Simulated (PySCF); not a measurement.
Crystal: C.

```
CELL_PARAMETERS angstrom
0.00000 1.78337 1.78337
1.78337 0.00000 1.78337
1.78337 1.78337 0.00000
ATOMIC_POSITIONS crystal
C 0.75000 0.75000 0.75000
C 0.50000 0.50000 0.50000
```

This isn't the form of C at room conditions, which is graphite.

Program: PySCF 2.14.0. Alike in all runs: task atomic charges; potentials or basis pob-tzvp-rev2 (all-electron); no spin polarisation; cell as given; k mesh 2 × 2 × 2; smearing fixed; the mesh is coarse, so values aren't converged.

Q: Order these runs on this cell by their band gap on the k mesh, lowest first.
A. level HF; exxdiv ewald; three-centre integrals read from an earlier run's file
B. level r2SCANh; exxdiv ewald; three-centre integrals read from an earlier run's file
C. level LDA

A: C (4.45 eV), B (5.83 eV), A (15.65 eV).

Caveats: all runs use coarse meshes; the basis of atomic orbitals isn't converged, which shifts pressures, moduli and gaps; the default atom-centred grid shifts energies of crystals by up to some 10 meV an atom and pressures by some 0.5 GPa (some runs); on so small a mesh gaps with full-range exact exchange can be off by tenths of an eV to over 1 eV (some runs).

A k mesh can miss the band edges.

Not every run made on this cell is shown here.
